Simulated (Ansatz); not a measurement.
HfN under strain

All numbers below come from DFT PBE, scalar-relativistic, plane waves, PAW in Ansatz 0.2.0. Settings: 420 eV cutoff, 18×18×10 k-mesh, Gaussian smearing of 0.10 eV, no spin polarisation.

The relaxed crystal:

```xyz
4
Lattice="3.1592 0.0000 0.0000 -1.5796 2.7360 0.0000 0.0000 0.0000 5.4513" Properties=species:S:1:pos:R:3 pbc="T T T"
Hf    1.5796    0.9120    4.0885
Hf    0.0000    1.8240    1.3628
N     0.0000    0.0000    0.0000
N     0.0000    0.0000    2.7257
```

Deformation: biaxial strain in the a-b plane, with the length and tilt of c and the atoms relaxed, all within the symmetry that the strain leaves. Energies are extrapolated to zero smearing. On this cell's mesh the reference holds a stress of up to 0.11 GPa.

Spin–orbit coupling is left out, which can shift energies with elements as heavy as these.

```
strain (%)  ΔE (meV/atom) a (Å) b (Å) c (Å)
      -6.0          173.1  2.970  2.970  5.640
      -4.0           75.0  3.033  3.033  5.567
      -2.0           18.0  3.096  3.096  5.506
      +0.0            0.0  3.159  3.159  5.451
      +2.0           17.3  3.222  3.222  5.407
      +4.0           66.8  3.286  3.286  5.372
      +6.0          145.1  3.349  3.349  5.343
```

What stiffness (1/V) d²E/dε² at zero strain does a cubic fit over all points give?

A cubic fit gives (1/V) d²E/dε² = 1202 GPa at zero strain (twice the biaxial modulus).

How does the free axis c answer a small strain?

Between the innermost points its strain is -0.45 times the applied one.

This form isn't the usual stable structure of the compound.